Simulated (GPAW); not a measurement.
# CuO (Tenorite) (C2/c) in GPAW: a series of runs

One crystal, CuO (Tenorite), is run at these levels: PBE+U, LDA+U; tasks: eps q, optical spectrum.

Program: GPAW 26.7.0. These are calculated values, not measurements. Logs are shortened: lines on timing, memory, paths and dates and some standing lists are left out, and cuts for length are marked. The log counts tension as positive stress, the text compression.

### Step 1. The crystal as given

The structure is monoclinic, space group C2/c (No. 15). Conventional cell: a = 4.684 Å, b = 3.423 Å, c = 5.129 Å, α = 90.00°, β = 99.54°, γ = 90.00°. Cu (site symmetry -1) is surrounded by 4 O at 1.95 to 1.96 Å. O (site symmetry 2) has 4 Cu at 1.95 to 1.96 Å as nearest neighbours.

### Step 2. Eps q, PBE+U (atoms moved at random, drawn with an rms of 0.05 Å)

The input, run.py:

```python
import numpy as np
from ase.dft.bandgap import bandgap
from ase.io import write
from ase.spacegroup import crystal
from gpaw import GPAW, PW
from gpaw.response.df import DielectricFunction

# Cu 1a
# Cu 1a
# O 1a
# O 1a
atoms = crystal(['Cu', 'Cu', 'O', 'O'],
                basis=[[0.493694, 0.008913, 0.500046],
                       [0.00305, 0.488135, 0.007766],
                       [0.587419, 0.417825, 0.754304],
                       [0.420641, 0.590654, 0.251624]],
                spacegroup=1, setting=1,  # P1
                cellpar=[2.90048429, 2.90048429, 5.1288, 82.3098807, 82.3098807, 72.31471463],
                primitive_cell=True)

calc = GPAW(mode=PW(550),
            xc='PBE',
            kpts={'size': (8, 8, 4), 'gamma': True},
            occupations={'name': 'fermi-dirac', 'width': 0.05},
            setups={'Cu': ':d,1.0'},
            nbands=33,
            convergence={'density': 1e-06},
            maxiter=150,
            txt='gpaw.txt')
atoms.calc = calc
energy = atoms.get_potential_energy()
calc.write('gs.gpw')
write('result.traj', atoms)
print(f'Energy: {energy:.6f} eV')
print('Fermi level:', round(calc.get_fermi_level(), 4), 'eV')
print(f'Gap: {bandgap(calc)[0]:.4f} eV, direct: {bandgap(calc, direct=True)[0]:.4f} eV')

dense = calc.fixed_density(kpts={'size': (9, 9, 5), 'gamma': True},
                           nbands=63, convergence={'bands': 57},
                           update_fermi_level=True, txt='dense.txt')
dense.write('dense.gpw', mode='all')

df = DielectricFunction('dense.gpw', frequencies=np.array([0.0]), hilbert=False, eta=0.001,
                        ecut=60, nbands=57, txt='df.txt')
for q_c in [[0.0, 0.0, 0.2], [0.0, 0.0, 0.4], [0.0, 0.0, 0.6], [0.0, 0.0, 0.8], [0.1111111111, 0.1111111111, 0.0], [0.2222222222, 0.2222222222, 0.0], [0.3333333333, 0.3333333333, 0.0], [0.4444444444, 0.4444444444, 0.0], [0.6666666667, 0.6666666667, 0.0], [0.8888888889, 0.8888888889, 0.0]]:
    e0, e = df.get_dielectric_function(xc='RPA', q_c=q_c, filename=None)
    q = np.linalg.norm(2 * np.pi * np.array(q_c) @ atoms.cell.reciprocal())
    print(q_c, f'|q| = {q:.4f} 1/A: eps {e0[0].real:.4f} without, {e[0].real:.4f} with local fields')
```

Potentials or basis: GPAW PAW data sets (gpaw-data 1.2.1), pw.

On the command line:

```bash
$ OMP_NUM_THREADS=1 python run.py
```

gpaw.txt:

```text
__  _  _
 | _ |_)|_||  |
 |__||  | ||/\| - 26.7.0

Input parameters:
  mode=PW(ecut=550.0),
  convergence={'density': 1e-06},
  kpts=MonkhorstPack(size=(8, 8, 4), gamma=True),
  maxiter=150,
  nbands=33,
  occupations=Occupations(name='fermi-dirac', width=0.05),
  setups={'Cu': ':d,1.0'},
  xc=XC(name='PBE')

Diagonalizing LCAO Hamiltonian
Converting LCAO to pw mode

             O

          Cu
           O

        Cu

Atoms  # Å, Bohr magnetons
|   | symbol |        x |        y |        z |    initial magnetic moments |
|---|--------|----------|----------|----------|-----------------------------|
| 0 |     Cu | 1.782993 | 0.275413 | 2.529167 | ( 0.0000,  0.0000,  0.0000) |
| 1 |     Cu | 0.444288 | 1.352810 | 0.039279 | ( 0.0000,  0.0000,  0.0000) |
| 2 |      O | 2.589647 | 1.532919 | 3.815171 | ( 0.0000,  0.0000,  0.0000) |
| 3 |      O | 1.913200 | 1.758411 | 1.272681 | ( 0.0000,  0.0000,  0.0000) |

Unit cell  # Å
| periodic |        x |        y |        z |  lengths |    angles |
|----------|----------|----------|----------|----------|-----------|
|      yes | 2.900484 | 0.000000 | 0.000000 | 2.900484 | 82.309881 |
|      yes | 0.881133 | 2.763406 | 0.000000 | 2.900484 | 82.309881 |
|      yes | 0.686312 | 0.501520 | 5.057869 | 5.128800 | 72.314715 |

Number of symmetries: 1
Symmetry operations  # r_c * U_cc + t_c -> r_c
|   | kind |            matrix            |
|---|------|------------------------------|
| 0 |  E   |  1, 0, 0,  0, 1, 0,  0, 0, 1 |

BZ-sampling:
  Number of BZ points: 256
  Number of IBZ points: 132

  Monkhorst-Pack size: [8, 8, 4]
  Monkhorst-Pack shift: [0.0625, 0.0625, 0.125]

K-points  # in reciprocal-cell coordinates
|     |                                coordinates |     weight |
|-----|--------------------------------------------|------------|
|   0 | (  0.00000000,   0.00000000,   0.00000000) | 0.00390625 |
|   1 | (  0.00000000,   0.00000000,   0.25000000) | 0.00781250 |
|   2 | (  0.00000000,   0.00000000,   0.50000000) | 0.00390625 |
|   3 | (  0.00000000,   0.12500000,  -0.25000000) | 0.00781250 |
|   4 | (  0.00000000,   0.12500000,   0.00000000) | 0.00781250 |
|   5 | (  0.00000000,   0.12500000,   0.25000000) | 0.00781250 |
|   6 | (  0.00000000,   0.12500000,   0.50000000) | 0.00781250 |
|   7 | (  0.00000000,   0.25000000,  -0.25000000) | 0.00781250 |
|   8 | (  0.00000000,   0.25000000,   0.00000000) | 0.00781250 |
|   9 | (  0.00000000,   0.25000000,   0.25000000) | 0.00781250 |
| ... |                                            |            |
| 131 | (  0.50000000,   0.50000000,   0.50000000) | 0.00390625 |

Plane wave coefficients: 1206
Cutoff: 550.0 eV

Spin-components: 1 (collinear spins)
Bands:           33
Projectors:      22
Spin-degeneracy: 2
Datatype:        complex128

Density:
  Valence electrons: 34.0
  Components: 1
  Grid points: [16 16 28]
  Charge: 0.0  # |e|

Potential:
  Grid points: [16 16 28]

species:
  Cu:
    name:    Copper
    Z:       29.0
    valence: 11
    core:    18
    charge:  0.0  # [|e|]
    Hubbard: {U: 1.0,  # eV
              l: 2,
              scale: True}
    compensation charges:
      type: gauss
      rc: 0.33  # [Å]
      lmax: 2
    cutoffs:
      filter: 2.06  # [Å]
      core: 2.43  # [Å]
    projectors
    | kind |    occ | energy [eV] | rcut [Å] |
    |------|--------|-------------|----------|
    |   4s |  1.000 |      -4.609 |    1.164 |
    |   4p |  0.000 |      -0.698 |    1.164 |
    |   3d | 10.000 |      -5.039 |    1.058 |
    |    s |        |      22.603 |    1.164 |
    |    p |        |      26.513 |    1.164 |
    |    d |        |      22.172 |    1.058 |

    Using partial waves for Cu as LCAO basis

  O:
    name:    Oxygen
    Z:       8.0
    valence: 6
    core:    2
    charge:  0.0  # [|e|]
    compensation charges:
      type: gauss
      rc: 0.21  # [Å]
      lmax: 2
    cutoffs:
      filter: 1.17  # [Å]
      core: 0.83  # [Å]
    projectors
    | kind |    occ | energy [eV] | rcut [Å] |
    |------|--------|-------------|----------|
    |   2s |  2.000 |     -23.961 |    0.688 |
    |   2p |  4.000 |      -9.029 |    0.598 |
    |    s |        |       3.251 |    0.688 |
    |    p |        |      18.182 |    0.598 |
    |    d |        |       0.000 |    0.619 |

    Using partial waves for O as LCAO basis

Reference energy: -94124.608285  # eV

eigensolver:
  PPCG
  Converge bands: occupied
  niter=2

density mixing:
  MSR1-Mixer
  Pratt-step length: 0.05
  Maximum mixing coefficient: 0.75
  Old densities: 10
  SVD Regularization: 0.005
  Good broyden scale: 1.0
  Trust region scale: 1.0
  Backstep threshold: 4.0
  History deletion threshold: 6.0
  Fourier metric: weight=20.0, sigma=0.015

occupation numbers:
  Fermi-Dirac:
    width: 0.0500  # eV

poisson solver:
  ecut: 4400.0  # eV

xc functional:
  name: PBE with 2 nearest neighbor stencil

convergence criteria:
- Maximum integral of absolute [dens]ity change: 1e-06 electrons / valence electron
- Maximum [total energy] change in last 3 cyles: 0.0005 eV / valence electron
- Maximum integral of absolute [eigenst]ate change: 4e-08 eV^2 / valence electron
maximum number of iterations: 150

SCF iterations
|iter     | |      energy | eigst |  dens |
|---------|-|-------------|-------|-------|
|iter:   1| |  -24.336918 | -0.13 |       |
|iter:   2| |  -22.210260 | -2.06 | -0.92 |
|iter:   3| |  -19.983628 | -1.38 | -1.00 |
|iter:   4| |  -19.196265 | -2.56 | -1.23 |
|iter:   5| |  -19.147991 | -3.37 | -1.60 |
|iter:   6| |  -19.122524 | -3.40 | -1.73 |
|iter:   7| |  -19.119706 | -3.59 | -2.39 |
|iter:   8| |  -19.117748c| -4.32 | -2.65 |
|iter:   9| |  -19.117787c| -5.88 | -3.03 |
|iter:  10| |  -19.117806c| -6.37 | -3.36 |
|iter:  11| |  -19.117803c| -7.96c| -4.27 |
|iter:  12| |  -19.117803c| -7.73c| -4.84 |
|iter:  13| |  -19.117803c| -8.20c| -5.14 |
|iter:  14| |  -19.117803c| -9.55c| -5.89 |
|iter:  15| |  -19.117803c|-10.40c| -6.49c|

Converged in 15 steps
Energy contributions relative to reference atoms: (reference = -94124.608285)

Energy contributions:
  Kinetic:           8.495561
  Coulomb:         -12.057185
  Zero:              0.270843
  External:          0.000000
  Xc:              -15.818293
  Entropy:          -0.017457
  Spinorbit:         0.000000
  ----------------------------
  Free energy:     -19.126532
  Extrapolated:    -19.117803

dipole moment: (-9.515695, -6.880553, -10.443158)  # |e|*Ang

Fermi level: 6.472
Eigenvalues  # (at kpt = [0.000, 0.000, 0.000])
| band index |      eig [eV] | occ [0-2] |
|------------|---------------|-----------|
|          0 |       -13.424 |     2.000 |
|        ... |               |           |
|          8 |         3.416 |     2.000 |
|          9 |         3.450 |     2.000 |
|         10 |         3.620 |     2.000 |
|         11 |         3.803 |     2.000 |
|         12 |         3.923 |     2.000 |
|         13 |         4.032 |     2.000 |
[... 8 lines left out ...]
|         22 |        22.225 |     0.000 |
|         23 |        23.048 |     0.000 |
|        ... |               |           |
|         32 |        30.062 |     0.000 |

No gap
No difference between direct/indirect transitions
# Writing to gs.gpw (mode='')
```

Run time: 11 min. Hardware: 1 thread of Arm Neoverse V1, shared host; peak memory 0.71 GiB.

Results:

| Property | Result |
| --- | --- |
| Free energy | -19.1265 eV |
| Band gap on the k mesh | none (metal or under the smearing width) |

Caveat: response on these states lacks terms of the Hamiltonian; the run has no spin polarisation, though such a crystal can be magnetic; U without spin polarisation on a metal has little footing.

### Step 3. Eps q, LDA+U

The input, run.py:

```python
import numpy as np
from ase import Atoms
from ase.dft.bandgap import bandgap
from ase.io import write
from gpaw import GPAW, PW
from gpaw.response.df import DielectricFunction

atoms = Atoms(['Cu', 'Cu', 'O', 'O'],
              cell=[[2.34185, -1.7113, 0.0],
                    [2.34185, 1.7113, 0.0],
                    [-0.8500274268, 0.0, 5.0578693947]],
              scaled_positions=[[0.5, 0.0, 0.5],
                                [0.0, 0.5, 0.0],
                                [0.4184, 0.5816, 0.75],
                                [0.5816, 0.4184, 0.25]],
              pbc=True)

calc = GPAW(mode=PW(650),
            xc='LDA',
            kpts={'size': (8, 8, 4), 'gamma': True},
            occupations={'name': 'fermi-dirac', 'width': 0.05},
            setups={'Cu': ':d,1.0'},
            nbands=33,
            convergence={'density': 1e-06},
            maxiter=150,
            txt='gpaw.txt')
atoms.calc = calc
energy = atoms.get_potential_energy()
calc.write('gs.gpw')
write('result.traj', atoms)
print(f'Energy: {energy:.6f} eV')
print('Fermi level:', round(calc.get_fermi_level(), 4), 'eV')
print(f'Gap: {bandgap(calc)[0]:.4f} eV, direct: {bandgap(calc, direct=True)[0]:.4f} eV')

dense = calc.fixed_density(kpts={'size': (8, 8, 4), 'gamma': True},
                           nbands=63, convergence={'bands': 57},
                           update_fermi_level=True, txt='dense.txt')
dense.write('dense.gpw', mode='all')

df = DielectricFunction('dense.gpw', frequencies=np.array([0.0]), hilbert=False, eta=0.001,
                        ecut=50, nbands=57, txt='df.txt')
for q_c in [[0.125, 0.125, 0.25], [0.25, 0.25, 0.5], [0.375, 0.375, 0.75], [0.125, 0.125, 0.0], [0.25, 0.25, 0.0], [0.375, 0.375, 0.0], [0.5, 0.5, 0.0], [0.75, 0.75, 0.0], [0.875, 0.875, 0.0]]:
    e0, e = df.get_dielectric_function(xc='RPA', q_c=q_c, filename=None)
    q = np.linalg.norm(2 * np.pi * np.array(q_c) @ atoms.cell.reciprocal())
    print(q_c, f'|q| = {q:.4f} 1/A: eps {e0[0].real:.4f} without, {e[0].real:.4f} with local fields')
```

Potentials or basis: the program's PAW data sets (release 1.2.1) made for this functional, pw.

On the command line:

```bash
$ OMP_NUM_THREADS=1 python run.py
```

gpaw.txt:

```text
__  _  _
 | _ |_)|_||  |
 |__||  | ||/\| - 26.7.0

Input parameters:
  mode=PW(ecut=650.0),
  convergence={'density': 1e-06},
  kpts=MonkhorstPack(size=(8, 8, 4), gamma=True),
  maxiter=150,
  nbands=33,
  occupations=Occupations(name='fermi-dirac', width=0.05),
  setups={'Cu': ':d,1.0'},
  xc=XC(name='LDA')

Diagonalizing LCAO Hamiltonian
Converting LCAO to pw mode

          O

       Cu
           O
         Cu

Atoms  # Å, Bohr magnetons
|   | symbol |        x |         y |        z |    initial magnetic moments |
|---|--------|----------|-----------|----------|-----------------------------|
| 0 |     Cu | 0.745911 | -0.855650 | 2.528935 | ( 0.0000,  0.0000,  0.0000) |
| 1 |     Cu | 1.170925 |  0.855650 | 0.000000 | ( 0.0000,  0.0000,  0.0000) |
[... 149 lines left out ...]
|iter:   1| |  -28.330450 | +0.09 |       |
|iter:   2| |  -26.189681 | -1.81 | -0.92 |
|iter:   3| |  -23.242554 | -1.17 | -1.01 |
|iter:   4| |  -23.184543 | -3.19 | -1.60 |
|iter:   5| |  -23.167603 | -3.23 | -1.77 |
|iter:   6| |  -23.146546 | -3.48 | -2.05 |
|iter:   7| |  -23.142157 | -4.46 | -2.35 |
|iter:   8| |  -23.142097c| -6.21 | -3.06 |
|iter:   9| |  -23.142075c| -6.16 | -3.29 |
|iter:  10| |  -23.142075c| -7.62c| -4.56 |
|iter:  11| |  -23.142075c| -7.81c| -4.99 |
|iter:  12| |  -23.142075c| -8.85c| -5.60 |
|iter:  13| |  -23.142075c| -9.62c| -6.28c|

Converged in 13 steps
Energy contributions relative to reference atoms: (reference = -93958.010232)

Energy contributions:
  Kinetic:           2.656248
  Coulomb:          -7.810975
  Zero:              0.404160
  External:          0.000000
  Xc:              -18.382860
  Entropy:          -0.017297
  Spinorbit:         0.000000
  ----------------------------
  Free energy:     -23.150723
  Extrapolated:    -23.142075

dipole moment: (-8.334029, -0.000000, -10.995313)  # |e|*Ang

Fermi level: 5.997
Eigenvalues  # (at kpt = [0.000, 0.000, 0.000])
| band index |      eig [eV] | occ [0-2] |
|------------|---------------|-----------|
|          0 |       -13.597 |     2.000 |
|        ... |               |           |
|          8 |         2.972 |     2.000 |
|          9 |         2.973 |     2.000 |
|         10 |         3.138 |     2.000 |
|         11 |         3.382 |     2.000 |
|         12 |         3.406 |     2.000 |
|         13 |         3.548 |     2.000 |
[... 8 lines left out ...]
|         22 |        21.592 |     0.000 |
|         23 |        22.411 |     0.000 |
|        ... |               |           |
|         32 |        30.051 |     0.000 |

No gap
No difference between direct/indirect transitions
# Writing to gs.gpw (mode='')
```

df.txt:

```text
FrequencyGridDescriptor(from 0.000 to 0.000 eV, 1 points)
FrequencyGridDescriptor(from 0.000 to 0.000 eV, 1 points)

Calculating chi0 body with:
    Ground state adapter containing:
    Number of spins: 1
    Number of kpoints: 256
    Number of irreducible kpoints: 132
    Number of completely occupied states: 16
    Number of partially occupied states: 18

    Linear response parametrization:
    q_c: [0.125, 0.125, 0.25]
    Number of frequency points: 1
    Planewave cutoff: 50.0
    Number of bands: 57
    Number of planewaves: 32
    Broadening (eta): 0.001

Integrating chi0 body.
[... 18 lines left out ...]
    Linear response parametrization:
    q_c: [0.25, 0.25, 0.5]
    Number of frequency points: 1
    Planewave cutoff: 50.0
    Number of bands: 57
    Number of planewaves: 32
    Broadening (eta): 0.001

Integrating chi0 body.

Symmetries of q_c:
    Direct symmetries (Uq -> q): 1
    Indirect symmetries (TUq -> q): 0
In total 1 allowed symmetries.

Integral kind: response function

Finished calculating chi0

[... 6 further blocks of this kind ...]
Calculating chi0 body with:
    Ground state adapter containing:
    Number of spins: 1
    Number of kpoints: 256
    Number of irreducible kpoints: 132
    Number of completely occupied states: 16
    Number of partially occupied states: 18

    Linear response parametrization:
    q_c: [0.875, 0.875, 0.0]
    Number of frequency points: 1
    Planewave cutoff: 50.0
    Number of bands: 57
    Number of planewaves: 31
    Broadening (eta): 0.001

Integrating chi0 body.

Symmetries of q_c:
    Direct symmetries (Uq -> q): 1
    Indirect symmetries (TUq -> q): 0
In total 1 allowed symmetries.

Integral kind: response function

Finished calculating chi0
```

Run time: 12 min. Hardware: 1 thread of Arm Neoverse V1, shared host; peak memory 0.69 GiB.

What came out:

* Free energy: -23.1507 eV
* Band gap on the k mesh: none (metal or under the smearing width)

Caveat: response on these states lacks terms of the Hamiltonian; the run has no spin polarisation, though such a crystal can be magnetic; U without spin polarisation on a metal has little footing.

[end of part 1 of 2]
